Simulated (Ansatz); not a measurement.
SnS2, space group P-3m1, a dielectric-dependent hybrid calculation

Program: Ansatz 0.2.0, Python API.

Input file `sns2.vasp`:
```text
SnS2
1.0
   3.63900000    0.00000000    0.00000000
  -1.81950000    3.15146644    0.00000000
   0.00000000    0.00000000    5.86800000
Sn S
1 2
Direct
   0.00000000    0.00000000    0.00000000
   0.33333333    0.66666667    0.25000000
   0.66666667    0.33333333    0.75000000
```

Run as a notebook:

```python
import warnings

import ansatz as az
from ase.io import read
import numpy as np
```

```python
def count_gap(report):
    # lowest empty less highest filled band, counting bands; zero where they overlap
    return max(report.get("gap_by_band_count_ev") or 0.0, 0.0)
```

```python
warnings.simplefilter("ignore", az.DeckWarning)

atoms = read("sns2.vasp", format="vasp")
xtal = az.Crystal.from_ase(atoms)
```

```python
xtal.resolved().tree()["lattice"]
```

    ((3.639, 0.0, 0.0), (-1.8195, 3.15146644, 0.0), (0.0, 0.0, 5.868))

```python
job = (
    xtal.calculation()
    .basis(21 * az.Ha)
    .kpoints(6, 6, 2)
    .occupations("fixed")
    .band_table()
)
semilocal = job.functional("pbe").run().report
hybrid = job.functional(exchange="pbe", correlation="pbe", exact_fraction="inverse_dielectric").run().report
alpha = hybrid["hybrid"]["exact_exchange_fraction"]
print(f"fraction of exact exchange {alpha:.4f}, so eps_inf = {1 / alpha:.2f}")
print(f"gap by band count: {count_gap(semilocal):.3f} eV semilocal, {count_gap(hybrid):.3f} eV hybrid")
```

    fraction of exact exchange 0.1305, so eps_inf = 7.66
    gap by band count: 1.505 eV semilocal, 2.324 eV hybrid

The fraction is 0.1305, one over a mean dielectric constant (a third of the trace) of 7.66. It opens the gap from 1.505 to 2.324 eV, by 0.82 eV.

What to keep in mind:
- Averages over directions belong to no single polarisation, least of all in layered crystals.
- The structure is a deposited one; some such entries were measured under pressure or heat, so a shift against it needn't be the functional's error alone.
- Levels are Kohn-Sham eigenvalues on this mesh, without spin-orbit coupling.
- The gaps are those of a coarse mesh; the run finds the dielectric constant of the semilocal functional on meshes of its own.
- The whole script took 2.3 min on 1 thread of Intel(R) Xeon(R) Processor @ 2.30GHz, with other jobs on the host, peak memory 2 GiB.
